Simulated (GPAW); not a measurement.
NiO:

```
Ni O
1.0
     0.00000    2.08590    2.08590
     2.08590    0.00000    2.08590
     2.08590    2.08590    0.00000
Ni O
1 1
Direct
  0.00000 0.00000 0.00000
  0.50000 0.50000 0.50000
```

```yaml
Program: GPAW 26.7.0
Task: relaxation of cell and atoms
Functional: LDA
Potentials_or_basis: the program's PAW data sets (release 1.2.1) made for this functional
Cutoff: 800 eV
Basis: pw
k_mesh: 11 × 11 × 11
Occupations: fermi-dirac, width 0.05 eV
Spin: collinear spin, ferromagnetic start
Starting_moments: "[1.0, 0.0] μB"
```

At the start: pressure -16.4 GPa; volume 9.08 Å³/atom.

**Question.** How do energy, volume and symmetry change on relaxing?

**Answer.** Over 23 steps the energy falls by 35.4 meV/atom and the volume is 8.43 Å³/atom (-7.1 %); space group Fm-3m (No. 225, to 0.05 Å); moment 0.30 μB per cell.

The path:
```tsv
step	energy change (eV)	largest force (eV/Å)	pressure (GPa)	volume (Å³)
1	0.0000	0.0000	-16.42	18.15
2	-0.0236	0.0000	-13.78	17.90
3	-0.0548	0.0000	-8.45	17.45
4	-0.0708	0.0000	-0.65	16.89
5	-0.0574	0.0000	8.56	16.35
6	-0.0588	0.0000	8.06	16.37
7	-0.0613	0.0000	7.12	16.42
8	-0.0644	0.0000	5.80	16.50
9	-0.0674	0.0000	4.18	16.59
10	-0.0697	0.0000	2.38	16.70
11	-0.0708	0.0000	0.52	16.82
12	-0.0706	0.0000	-1.32	16.94
13	-0.0706	0.0000	-1.30	16.94
14	-0.0706	0.0000	-1.27	16.93
15	-0.0706	0.0000	-1.22	16.93
16	-0.0706	0.0000	-1.15	16.93
17	-0.0707	0.0000	-1.07	16.92
18	-0.0707	0.0000	-0.98	16.91
19	-0.0708	0.0000	-0.87	16.91
20	-0.0708	0.0000	-0.74	16.90
21	-0.0708	0.0000	-0.59	16.89
22	-0.0709	0.0000	-0.40	16.88
23	-0.0709	0.0000	-0.18	16.86
```

Final structure:
```
Ni O
1.0
     0.00000    2.03531    2.03531
     2.03531    0.00000    2.03531
     2.03531    2.03531    0.00000
Ni O
1 1
Direct
  0.00000 0.00000 0.00000
  0.50000 0.50000 0.50000
```

Caveat: each step starts from the last one's moments, so a moment once lost doesn't come back; the stock nickel data set gives pressures a few GPa off other programs; later steps reuse the first step's grids.
